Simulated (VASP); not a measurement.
A run of VASP 6.6.1:

INCAR

```
SYSTEM = TiAl
PREC = Accurate
ENCUT = 600
EDIFF = 1E-7
ISMEAR = 0
SIGMA = 0.1
LREAL = .False.
LASPH = .True.
NELM = 60
ALGO = Normal
ISIF = 3
LWAVE = .False.
LCHARG = .False.
GGA = RP
IBRION = 2
NSW = 90
EDIFFG = -0.005
```

File KPOINTS:

```
Automatic mesh
0
Gamma
  14 14 14
  0 0 0
```

POSCAR

```
TiAl
1.0
    3.1790640000      0.0000000000      0.0000000000
    0.0000000000      3.1790640000      0.0000000000
    0.0000000000      0.0000000000      3.1790640000
Ti Al
1 1
Direct
    0.0000000000      0.0000000000      0.0000000000
    0.5000000000      0.5000000000      0.5000000000
```

Potentials or basis: VASP PAW PBE potentials, release 64 (Ti_sv, Al).

Launch:

```bash
$ cat potpaw_PBE.64/Ti_sv/POTCAR potpaw_PBE.64/Al/POTCAR > POTCAR
$ mpirun -np 1 vasp_std > vasp.out
```

Hardware: 1 thread of Intel(R) Xeon(R) 6975P-C (Granite Rapids), with other jobs on the host.

Estimate the wall time of this run.

Run time: 52 s on 1 thread of Intel(R) Xeon(R) 6975P-C (Granite Rapids) (shared host), peak memory 0.21 GiB. Counts: scf iterations 38, k points 120, ion steps 3.
